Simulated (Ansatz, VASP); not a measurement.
# NaF in VASP and in Ansatz

```
Na F
1.0
     0.03890    2.33607    2.33607
     2.33607    0.03890    2.33607
     2.33607    2.33607    0.03890
Na F
1 1
Direct
  0.00000 0.00000 0.00000
  0.50000 0.50000 0.50000
```

Change from the starting cell: shear_111 strain +2.5%.

Alike in both runs: task single point; functional PBE; k mesh 10 × 10 × 10; occupations fermi-dirac, width 0.02 eV; no spin polarisation.

|  | VASP | Ansatz |
| --- | --- | --- |
| version | VASP 6.6.1 | Ansatz 0.2.0 |
| potentials or method | VASP PAW PBE potentials, release 64 (Na_pv, F) | plane waves, PAW |
| plane-wave cutoff (eV) | 520 | 420 |
| valence electrons in the cell | 14 | 16 |

|  | VASP | Ansatz | Ansatz less VASP |
| --- | --- | --- | --- |
| gap on the k mesh at the Fermi level (eV) | 6.28 | 6.29 | +0.017 |
| pressure (GPa) | 2.0 | 2.2 | +0.13 |
| largest component of the traceless stress (GPa) | 0.47 | 0.48 | +0.001 |

The functional is the same, so the differences come from potentials, cutoffs and numerics. The two sets of potentials don't hold the same shells in valence.

A k mesh can miss the band edges.
